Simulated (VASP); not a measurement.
# Cu (Fm-3m) in VASP: relaxation of cell and atoms with PBE

Aim: the relaxation of cell and atoms of Cu with PBE.

Program: VASP 6.6.1. These are calculated values, not measurements. Logs are shortened: lines on timing, memory, paths and dates and some standing lists are left out, and cuts for length are marked.

### 1 The crystal as given

It takes space group Fm-3m (No. 225, cubic). The conventional cell has a = 3.615 Å, b = 3.615 Å, c = 3.615 Å, α = 90.00°, β = 90.00°, γ = 90.00°. Cu (site symmetry m-3m) has 12 Cu at 2.56 Å as nearest neighbours.

### 2 Relaxation of cell and atoms, PBE

INCAR

```
SYSTEM = Cu
ALGO     = Normal         ! electronic algorithm
EDIFF    = 1E-7           ! SCF threshold, eV
EDIFFG   = -0.004         ! ionic threshold
ENCUT    = 600            ! plane-wave cutoff, eV
GGA      = PE             ! functional
IBRION   = 2              ! ionic algorithm
ISIF     = 3              ! what is computed and relaxed
ISMEAR   = 0              ! smearing method
LASPH    = .True.         ! aspherical terms in the spheres
LCHARG   = .False.        ! write CHGCAR
LREAL    = .False.        ! projectors in reciprocal space
LWAVE    = .False.        ! write WAVECAR
NELM     = 100            ! most SCF steps
NSW      = 80             ! ionic steps
PREC     = Accurate       ! precision mode
SIGMA    = 0.1            ! smearing width, eV
```

KPOINTS

```
k-points
0
Gamma
  20 20 20
  0 0 0
```

POSCAR

```
Cu
1.0
    0.0000000000      1.8075000000      1.8075000000
    1.8075000000      0.0000000000      1.8075000000
    1.8075000000      1.8075000000      0.0000000000
Cu
1
Direct
    0.0000000000      0.0000000000      0.0000000000
```

Potentials or basis: VASP PAW PBE potentials, release 64 (Cu).

Started as:

```
cat potpaw_PBE.64/Cu/POTCAR > POTCAR
mpirun -np 1 vasp_std > vasp.out
```

OUTCAR:

```text
SYSTEM = Cu
   EDIFF = 1E-7
   EDIFFG = -0.004
   ENCUT = 600
   GGA = PE
   IBRION = 2
   ISIF = 3
   ISMEAR = 0
   LASPH = .True.
   LREAL = .False.
   NELM = 100
   NSW = 80
   PREC = Accurate

 ion  position               nearest neighbor table
   1  0.000  0.000  0.000-

  LATTYP: Found a face centered cubic cell.
 ALAT       =     3.6150000000

  Lattice vectors:

 A1 = (   0.0000000000,   1.8075000000,   1.8075000000)
 A2 = (   1.8075000000,   0.0000000000,   1.8075000000)
 A3 = (   1.8075000000,   1.8075000000,   0.0000000000)

Analysis of symmetry for initial positions (statically):
=====================================================================
 Subroutine PRICEL returns:
 Original cell was already a primitive cell.

 Routine SETGRP: Setting up the symmetry group for a
 face centered cubic supercell.

 Subroutine GETGRP returns: Found 48 space group operations
 (whereof 48 operations were pure point group operations)
 out of a pool of 48 trial point group operations.

The static configuration has the point symmetry O_h .

Analysis of symmetry for dynamics (positions and initial velocities):
=====================================================================
 Subroutine PRICEL returns:
 Original cell was already a primitive cell.

 Routine SETGRP: Setting up the symmetry group for a
 face centered cubic supercell.

 Subroutine GETGRP returns: Found 48 space group operations
 (whereof 48 operations were pure point group operations)
 out of a pool of 48 trial point group operations.

The dynamic configuration has the point symmetry O_h .

 Subroutine INISYM returns: Found 48 space group operations
 (whereof 48 operations are pure point group operations),
 and found     1 'primitive' translations

----------------------------------------------------------------------------------------

                                     Primitive cell

  volume of cell :      11.8104

  direct lattice vectors                    reciprocal lattice vectors
     0.000000000  1.807500000  1.807500000    -0.276625173  0.276625173  0.276625173
     1.807500000  0.000000000  1.807500000     0.276625173 -0.276625173  0.276625173
     1.807500000  1.807500000  0.000000000     0.276625173  0.276625173 -0.276625173

  length of vectors
     2.556191014  2.556191014  2.556191014     0.479128854  0.479128854  0.479128854

  position of ions in fractional coordinates (direct lattice)
     0.000000000  0.000000000  0.000000000

  ion indices of the primitive-cell ions
   primitive index   ion index
                 1           1

----------------------------------------------------------------------------------------

 KPOINTS: k-points

Automatic generation of k-mesh.
 Grid dimensions read from file:
 generate k-points for:   20   20   20

 Generating k-lattice:

  Cartesian coordinates                     Fractional coordinates (reciprocal lattice)
    -0.013831259  0.013831259  0.013831259     0.050000000  0.000000000  0.000000000
     0.013831259 -0.013831259  0.013831259     0.000000000  0.050000000  0.000000000
     0.013831259  0.013831259 -0.013831259     0.000000000  0.000000000  0.050000000

  Length of vectors
     0.023956443  0.023956443  0.023956443

  Shift w.r.t. Gamma in fractional coordinates (k-lattice)
     0.000000000  0.000000000  0.000000000

 Subroutine IBZKPT returns following result:
 ===========================================

 Found    256 irreducible k-points:

 Following reciprocal coordinates:
            Coordinates               Weight
  0.000000  0.000000  0.000000      1.000000
  0.050000  0.000000  0.000000      8.000000
  0.100000  0.000000  0.000000      8.000000
  0.150000  0.000000  0.000000      8.000000
  0.200000  0.000000  0.000000      8.000000
  0.250000  0.000000  0.000000      8.000000
[... 16 lines left out ...]
 -0.400000  0.050000  0.000000     24.000000
 -0.350000  0.050000  0.000000     24.000000
 [... further k-points ...]
   k-points           NKPTS =    256   k-points in BZ     NKDIM =    256   number of bands    NBANDS=      9
   number of dos      NEDOS =    301   number of ions     NIONS =      1
   total plane-waves  NPLWV =   8000
   dimension x,y,z NGX =    20 NGY =   20 NGZ =   20
   dimension x,y,z NGXF=    40 NGYF=   40 NGZF=   40
   ions per type =               1
   NGX,Y,Z   is equivalent  to a cutoff of  13.01, 13.01, 13.01 a.u.
   NGXF,Y,Z  is equivalent  to a cutoff of  26.01, 26.01, 26.01 a.u.
 SYSTEM =  Cu
   PREC   = accura    normal or accurate (medium, high low for compatibility)
   ISTART =      0    job   : 0-new  1-cont  2-samecut
   ICHARG =      2    charge: 1-file 2-atom 10-const
   ISPIN  =      1    spin polarized calculation?
   LNONCOLLINEAR =      F non collinear calculations
   LSORBIT =      F    spin-orbit coupling
   LASPH  =      T    aspherical Exc in radial PAW
   ENCUT  =  600.0 eV  44.10 Ry    6.64 a.u.   5.11  5.11  5.11*2*pi/ulx,y,z
   NELM   =    100;   NELMIN=  2; NELMDL= -5     # of ELM steps
   EDIFF  = 0.1E-06   stopping-criterion for ELM
   LREAL  =      F    real-space projection
   EDIFFG = -.4E-02   stopping-criterion for IOM
   NSW    =     80    number of steps for IOM
   IBRION =      2    ionic relax: 0-MD 1-quasi-New 2-CG
   NFREE  =      1    steps in history (QN), initial steepest desc. (CG)
   ISIF   =      3    stress and relaxation
   ISYM   =      2    0-nonsym 1-usesym 2-fastsym
   POTIM  = 0.5000    time-step for ionic-motion
   TEBEG  =    0.0;   TEEND  =   0.0 temperature during run
   PSTRESS=    0.0 pullay stress
   NELECT =      11.0000    total number of electrons
   NUPDOWN=      -1.0000    fix difference up-down
   EMIN   =  10.00;   EMAX   =-10.00  energy-range for DOS
   EFERMI =   0.00;   METHOD = LEGACY
   ISMEAR =     0;   SIGMA  =   0.10  broadening in eV -4-tet -1-fermi 0-gaus
   EFERMI_NEDOS =   21; number of points for ismear=-14 and -15
   IALGO  =     38    algorithm
   IMIX   =      4    mixing-type and parameters
     AMIX     =   0.40;   BMIX     =  1.00
     AMIX_MAG =   1.60;   BMIX_MAG =  1.00
  volume/ion in A,a.u.               =      11.81        79.70
  Fermi-wavevector in a.u.,A,eV,Ry     =   1.598763  3.021224 34.777078  2.556043
  Thomas-Fermi vector in A             =   2.696162
   LORBIT       =      0    0 simple, 1 ext, 2 COOP (PROOUT), +10 PAW based schemes
   GGA     = PE    functional components
   LHFCALC =     F    Hartree Fock is set to
   AEXX    =    0.0000 exact exchange contribution
   IVDW    =     0    specifies the selected vdW correction
   LEPSILON=     F    determine dielectric tensor
   LRPA    =     F    only Hartree local field effects (RPA)
 conjugate gradient relaxation of ions
 non-spin polarized calculation
 Gauss-broadening in eV      SIGMA  =   0.10
  energy-cutoff  :      600.00
  volume of cell :       11.81
 maximum number of plane-waves:       411
   NGX = 11   NGY = 11   NGZ = 11

--------------------------------------- Ionic step        1  -------------------------------------------

 number of electron      11.0000001 magnetization

 Free energy of the ion-electron system (eV)
  ---------------------------------------------------
  ext. energy  EPLUGINS =         0.00000000
  ---------------------------------------------------
  free energy    TOTEN  =        -3.72809357 eV

  energy without entropy =       -3.72677907  energy(sigma->0) =       -3.72743632

------------------------ aborting loop because EDIFF is reached ----------------------------------------

  FORCE on cell =-STRESS in cart. coord.  units (eV):
  Direction    XX          YY          ZZ          XY          YZ          ZX
  --------------------------------------------------------------------------------------
  -------------------------------------------------------------------------------------
  Total        0.1747373      0.1747373      0.1747373      0.0000000     -0.0000000      0.0000000
  in kB       23.7045220     23.7045220     23.7045220      0.0000000     -0.0000000      0.0000000
  external PRESSURE =      23.7045220 kB  Pullay stress =       0.0000000 kB

 VOLUME and BASIS-vectors are now :
 -----------------------------------------------------------------------------
  energy-cutoff  :      600.00
  volume of cell :       11.81
      direct lattice vectors                 reciprocal lattice vectors
     0.000000000  1.807500000  1.807500000    -0.276625173  0.276625173  0.276625173
     1.807500000  0.000000000  1.807500000     0.276625173 -0.276625173  0.276625173
     1.807500000  1.807500000  0.000000000     0.276625173  0.276625173 -0.276625173
[... 36 lines left out ...]
 POSITION                                       TOTAL-FORCE (eV/Angst)
 -----------------------------------------------------------------------------------
      0.00000      0.00000      0.00000         0.000000      0.000000      0.000000
 -----------------------------------------------------------------------------------
    total drift:                                0.000000      0.000000      0.000000

  FREE ENERGIE OF THE ION-ELECTRON SYSTEM (eV)
  ---------------------------------------------------
  free  energy   TOTEN  =        -3.7291261495 eV

  energy  without entropy=       -3.7277734429  energy(sigma->0) =       -3.72844980

--------------------------------------- Ionic step        3  -------------------------------------------

 number of electron      10.9999996 magnetization

 Free energy of the ion-electron system (eV)
  ---------------------------------------------------
  ext. energy  EPLUGINS =         0.00000000
  ---------------------------------------------------
  free energy    TOTEN  =        -3.72951219 eV

  energy without entropy =       -3.72817220  energy(sigma->0) =       -3.72884220

 E-fermi :   7.3571     XC(G=0): -12.6305

 val. band max:        7.3365797537   @ k =   0.5000   0.2500   0.1000
 cond. band min:       7.4019401845   @ k =   0.5000   0.3500   0.1500
 fundamental gap:      0.0653604307
 Fermi energy:         7.3570887415

 k-point     1 :       0.0000    0.0000    0.0000
  band No.  band energies     occupation
      1      -1.8432      2.00000
      2       4.4081      2.00000
      3       4.4081      2.00000
      4       4.4081      2.00000
      5       5.2094      2.00000
      6       5.2094      2.00000
      7      29.8454      0.00000
      8      32.3628      0.00000
      9      32.3628      0.00000

 k-point     2 :       0.0500    0.0000    0.0000
  band No.  band energies     occupation
      1      -1.7531      2.00000
      2       4.3891      2.00000
      3       4.4251      2.00000
      4       4.4251      2.00000
      5       5.2026      2.00000
      6       5.2026      2.00000
      7      29.3332      0.00000
      8      31.1595      0.00000
      9      32.0579      0.00000
[... 253 lines left out ...]
 k-point    24 :      -0.3500    0.0500    0.0000
  band No.  band energies     occupation
      1       1.9373      2.00000
      2       4.4341      2.00000
      3       4.4728      2.00000
      4       4.6097      2.00000
      5       5.5174      2.00000
      6       5.7947      2.00000
      7      14.5683      0.00000
      8      26.9878      0.00000
      9      29.3877      0.00000

 [... further k-points ...]
[... 5 lines left out ...]
  --------------------------------------------------------------------------------------
  -------------------------------------------------------------------------------------
  Total        0.0014470      0.0014470      0.0014470      0.0000000      0.0000000      0.0000000
  in kB        0.1931010      0.1931010      0.1931010      0.0000000      0.0000000      0.0000000
  external PRESSURE =       0.1931010 kB  Pullay stress =       0.0000000 kB

 VOLUME and BASIS-vectors are now :
 -----------------------------------------------------------------------------
  energy-cutoff  :      600.00
  volume of cell :       12.01
      direct lattice vectors                 reciprocal lattice vectors
     0.000000000  1.817432905  1.817432905    -0.275113320  0.275113320  0.275113320
     1.817432905 -0.000000000  1.817432905     0.275113320 -0.275113320  0.275113320
     1.817432905  1.817432905  0.000000000     0.275113320  0.275113320 -0.275113320

 POSITION                                       TOTAL-FORCE (eV/Angst)
 -----------------------------------------------------------------------------------
      0.00000      0.00000      0.00000         0.000000      0.000000      0.000000
 -----------------------------------------------------------------------------------
    total drift:                                0.000000      0.000000      0.000000

  FREE ENERGIE OF THE ION-ELECTRON SYSTEM (eV)
  ---------------------------------------------------
  free  energy   TOTEN  =        -3.7295121901 eV

  energy  without entropy=       -3.7281722046  energy(sigma->0) =       -3.72884220

 reached required accuracy - stopping structural energy minimisation
```

Wall time 23 s (1 thread of Intel Xeon 6975P-C (Granite Rapids), shared host); peak memory 0.15 GiB.

Results:

| Property | Result |
| --- | --- |
| Free energy | -3.7295 eV |
| Relaxed volume | 12.01 Å³/atom |
| Relaxed cell | a = 2.570 Å, b = 2.570 Å, c = 2.570 Å, α = 60.00°, β = 60.00°, γ = 60.00° |
| Space group after relaxing (to 0.05 Å) | Fm-3m (No. 225) |
| Energy gained by relaxing | 1.4 meV/atom |
| Ionic steps | 3 |
| Pressure after relaxing | 0.0 GPa |
| Band gap on the k mesh | none (metal or under the smearing width) |

Step by step:
```csv
step,energy change (eV),largest force (eV/Å),pressure (GPa),volume (Å³)
1,0.0000,0.0000,2.37,11.81
2,-0.0010,0.0000,-1.16,12.11
3,-0.0014,0.0000,0.02,12.01
```

Final structure:
```
CELL_PARAMETERS angstrom
0.00000 1.81743 1.81743
1.81743 0.00000 1.81743
1.81743 1.81743 0.00000
ATOMIC_POSITIONS crystal
Cu 0.00000 0.00000 0.00000
```

Levels at points of the mesh, in eV from the Fermi level:
```
           k point  band 4  band 5  band 6  band 7  band 8  band 9
(0.00, 0.00, 0.00)   -2.95   -2.15   -2.15   22.49   25.01   25.01
(0.50, 0.00, 0.00)   -1.59   -1.59   -0.93    3.70   20.99   21.84
(0.50, 0.50, 0.00)   -1.45   -1.45    1.54    7.03   12.98   12.98
```
